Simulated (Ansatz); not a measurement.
# SiO2: the cost of one run

Program: Ansatz 0.2.0. Level of theory: DFT PBE, scalar-relativistic, plane waves, PAW. These are calculated values, not measurements.

## (1) The system as given

Symmetry: I-42d, No. 122, tetragonal system. The conventional cell has a = 4.748 Å, b = 4.748 Å, c = 7.488 Å, α = 90.00°, β = 90.00°, γ = 90.00°. Si (site symmetry -4) is surrounded by 4 O at 1.62 Å. O (site symmetry 2) has 2 Si at 1.62 Å in its first shell of neighbours.

As a file:

```
Si O
1.0
     9.49620    0.00000    0.00000
     0.00000    9.49620    0.00000
    -4.74810   -4.74810    7.48800
Si O
16 32
Cartesian
  0.0000 0.0000 0.0000
  -2.3740 -2.3740 3.7440
  2.3740 -2.3740 3.7440
  4.7481 0.0000 0.0000
  -2.3740 2.3740 3.7440
  0.0000 4.7481 0.0000
  4.7481 4.7481 0.0000
  2.3740 2.3740 3.7440
  0.0000 2.3740 1.8720
  -2.3740 0.0000 5.6160
  2.3741 0.0000 5.6160
  4.7481 2.3740 1.8720
  -2.3740 4.7481 5.6160
  0.0000 7.1221 1.8720
  4.7481 7.1221 1.8720
  2.3741 4.7481 5.6160
  1.1870 2.9599 2.8080
  -1.1870 0.5858 6.5520
  3.5611 0.5858 6.5520
  5.9351 2.9599 2.8080
  -1.1870 5.3339 6.5520
  1.1870 7.7080 2.8080
  5.9351 7.7080 2.8080
  3.5611 5.3339 6.5520
  0.5858 1.1870 0.9360
  -1.7882 -1.1870 4.6800
  2.9599 -1.1870 4.6800
  5.3339 1.1870 0.9360
  -1.7882 3.5611 4.6800
  0.5858 5.9351 0.9360
  5.3339 5.9351 0.9360
  2.9599 3.5611 4.6800
  -1.1870 1.7882 2.8080
  -3.5611 -0.5858 6.5520
  1.1870 -0.5858 6.5520
  3.5611 1.7882 2.8080
  -3.5611 4.1623 6.5520
  -1.1870 6.5363 2.8080
  3.5611 6.5363 2.8080
  1.1870 4.1623 6.5520
  -0.5858 3.5611 0.9360
  -2.9599 1.1870 4.6800
  1.7882 1.1870 4.6800
  4.1623 3.5611 0.9360
  -2.9599 5.9351 4.6800
  -0.5858 8.3092 0.9360
  4.1623 8.3092 0.9360
  1.7882 5.9351 4.6800
```

The runs take a perfect supercell of 48 atoms; the defect goes to fractional position (0.333, 0.250, 0.667).

## (2) The perfect supercell

File input.yaml:

```yaml
crystal:
  lattice:
    - [9.4962, 0.0, 0.0]
    - [0.0, 9.4962, 0.0]
    - [-4.7481, -4.7481, 7.488]
  atoms:
    - { symbol: Si, position: [0.0, 0.0, 0.0] }
    - { symbol: Si, position: [0.0, 0.0, 0.5] }
    - { symbol: Si, position: [0.5, 0.0, 0.5] }
    - { symbol: Si, position: [0.5, 0.0, 0.0] }
    - { symbol: Si, position: [0.0, 0.5, 0.5] }
    - { symbol: Si, position: [0.0, 0.5, 0.0] }
    - { symbol: Si, position: [0.5, 0.5, 0.0] }
    - { symbol: Si, position: [0.5, 0.5, 0.5] }
    - { symbol: Si, position: [0.125, 0.375, 0.25] }
    - { symbol: Si, position: [0.125, 0.375, 0.75] }
    - { symbol: Si, position: [0.625, 0.375, 0.75] }
    - { symbol: Si, position: [0.625, 0.375, 0.25] }
    - { symbol: Si, position: [0.125, 0.875, 0.75] }
    - { symbol: Si, position: [0.125, 0.875, 0.25] }
    - { symbol: Si, position: [0.625, 0.875, 0.25] }
    - { symbol: Si, position: [0.625, 0.875, 0.75] }
    - { symbol: O, position: [0.3125, 0.49919, 0.375] }
    - { symbol: O, position: [0.3125, 0.49919, 0.875] }
    - { symbol: O, position: [0.8125, 0.49919, 0.875] }
    - { symbol: O, position: [0.8125, 0.49919, 0.375] }
    - { symbol: O, position: [0.3125, 0.99919, 0.875] }
    - { symbol: O, position: [0.3125, 0.99919, 0.375] }
    - { symbol: O, position: [0.8125, 0.99919, 0.375] }
    - { symbol: O, position: [0.8125, 0.99919, 0.875] }
    - { symbol: O, position: [0.12419, 0.1875, 0.125] }
    - { symbol: O, position: [0.12419, 0.1875, 0.625] }
    - { symbol: O, position: [0.62419, 0.1875, 0.625] }
    - { symbol: O, position: [0.62419, 0.1875, 0.125] }
    - { symbol: O, position: [0.12419, 0.6875, 0.625] }
    - { symbol: O, position: [0.12419, 0.6875, 0.125] }
    - { symbol: O, position: [0.62419, 0.6875, 0.125] }
    - { symbol: O, position: [0.62419, 0.6875, 0.625] }
    - { symbol: O, position: [0.0625, 0.37581, 0.375] }
    - { symbol: O, position: [0.0625, 0.37581, 0.875] }
    - { symbol: O, position: [0.5625, 0.37581, 0.875] }
    - { symbol: O, position: [0.5625, 0.37581, 0.375] }
    - { symbol: O, position: [0.0625, 0.87581, 0.875] }
    - { symbol: O, position: [0.0625, 0.87581, 0.375] }
    - { symbol: O, position: [0.5625, 0.87581, 0.375] }
    - { symbol: O, position: [0.5625, 0.87581, 0.875] }
    - { symbol: O, position: [0.00081, 0.4375, 0.125] }
    - { symbol: O, position: [0.00081, 0.4375, 0.625] }
    - { symbol: O, position: [0.50081, 0.4375, 0.625] }
    - { symbol: O, position: [0.50081, 0.4375, 0.125] }
    - { symbol: O, position: [0.00081, 0.9375, 0.625] }
    - { symbol: O, position: [0.00081, 0.9375, 0.125] }
    - { symbol: O, position: [0.50081, 0.9375, 0.125] }
    - { symbol: O, position: [0.50081, 0.9375, 0.625] }
basis:
  ecutwfc: 420
  fft_grid_basis: typed
kpoints:
  mp_grid: { grid: [2, 2, 2] }
hamiltonian:
  xc: pbe
  pseudopotentials: { kind: paw }
scf:
  occupations: { method: gaussian, width: 0.05 }
output:
  forces: true
  stress: false
  eigenvalues: true
  bader: false
  write_density: true
  volumetric_format: npy
```

Run with:

```
$ ansatz run input.yaml --threads 4 --pin off --max-ram 10240MiB --backend cpu --events-out ev --progress --plain --runs-dir out
```

What time and memory should one allow on 4 threads of Arm Neoverse V1, shared host?

About 7.1 s, with a peak of 2.3 GiB.
